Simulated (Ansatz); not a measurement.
## Y: computed DOS

```xyz
1
Lattice="0.0000 2.5319 2.5319 2.5319 0.0000 2.5319 2.5319 2.5319 0.0000" Properties=species:S:1:pos:R:3 pbc="T T T"
Y     0.0000    0.0000    0.0000
```

The structure comes from a relaxation in the same program, started in the fcc type, and has space group Fm-3m. Whether it is a known phase or the ground state wasn't checked.

Spin polarisation is left out, and whether a magnetic state lies lower isn't shown here.

Computed with DFT, PBE, all-electron LAPW, scalar-relativistic (Ansatz 0.2.0).

Settings: a Γ-centred 12×12×12 k mesh, Fermi–Dirac smearing of 0.03 eV, basis error target 0.5 meV/atom, no spin polarisation.

States per eV and cell, averaged over 0.6 eV, from -4.6 to 1.8 eV, with energies (bin centres) from the Fermi level; empty bins are left out. The partial columns, the largest 3 alone, are projections on Löwdin-orthogonalised atomic shells (those that the program's projection atoms carry: the occupied ones and, for some elements, an empty d or f shell; other empty shells have no column), summed over atoms of an element. Weights on diffuse s and p shells depend on that basis and aren't pure angular character.

| E (eV) | total | Y 4d | Y 5s | Y 4p |
| --- | --- | --- | --- | --- |
| -4.4 | 0.07 | 0.00 | 0.06 | 0.00 |
| -3.8 | 0.15 | 0.01 | 0.13 | 0.00 |
| -3.2 | 0.23 | 0.03 | 0.19 | 0.01 |
| -2.6 | 0.35 | 0.09 | 0.24 | 0.01 |
| -2.0 | 0.67 | 0.34 | 0.31 | 0.01 |
| -1.4 | 1.07 | 0.78 | 0.25 | 0.01 |
| -0.8 | 1.06 | 0.94 | 0.09 | 0.01 |
| -0.2 | 1.69 | 1.57 | 0.03 | 0.02 |
| 0.4 | 1.73 | 1.44 | 0.10 | 0.02 |
| 1.0 | 1.75 | 1.50 | 0.12 | 0.01 |
| 1.6 | 1.10 | 0.95 | 0.06 | 0.00 |

Task: Which of the resolved shells contributes most within 0.3 eV of the Fermi level?

Result: Y 4d, with 89 % of all states there; Y 5s follows with 3 %.

Task: Where is the centre of the filled Y 4d states between -14 eV and the top of the filled states?

Result: -0.84 eV from the Fermi level.
